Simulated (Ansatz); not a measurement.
# Fe: single point with PBE

The system is Fe.

```xyz
1
Lattice="-1.4430 1.4430 1.4430 1.4430 -1.4430 1.4430 1.4430 1.4430 -1.4430" Properties=species:S:1:pos:R:3 pbc="T T T"
Fe    0.0000    0.0000    0.0000
```

* Program: Ansatz 0.2.0
* Task: single point
* Functional: PBE
* Potentials or basis: Ansatz PAW
* Cutoff: 420 eV (not typed: the program's choice for these potentials)
* k mesh: 13 × 13 × 13
* Occupations: gaussian, width 0.02 eV
* Spin: collinear spin, ferromagnetic start
* Starting moments: [3.0] μB

| Item | Value |
| --- | --- |
| Pressure | -9.6 GPa |
| Band gap on the k mesh | none (metal or under the smearing width) |
| Net moment | 2.25 μB per cell |
| Absolute moment | 2.39 μB per cell |
| Site moments | Fe +2.31 μB |

Levels at points of the mesh, in eV from the Fermi level:
Spin up:
```
           k point  band 6  band 7  band 8  band 9  band 10  band 11  band 12  band 13
(0.00, 0.00, 0.00)   -2.17   -2.17   -2.17   -1.06    -1.06    23.92    23.92    23.92
```
Spin down:
```
           k point  band 3  band 4  band 5  band 6  band 7  band 8  band 9  band 10  band 11  band 12
(0.00, 0.00, 0.00)  -51.16  -51.16   -8.03   -0.20   -0.20   -0.20    1.77     1.77    23.66    23.66
```

Wall time 2.8 s on 2 threads of Intel(R) Xeon(R) Processor @ 2.70GHz, with other jobs on the host, peak memory 0.32 GiB.
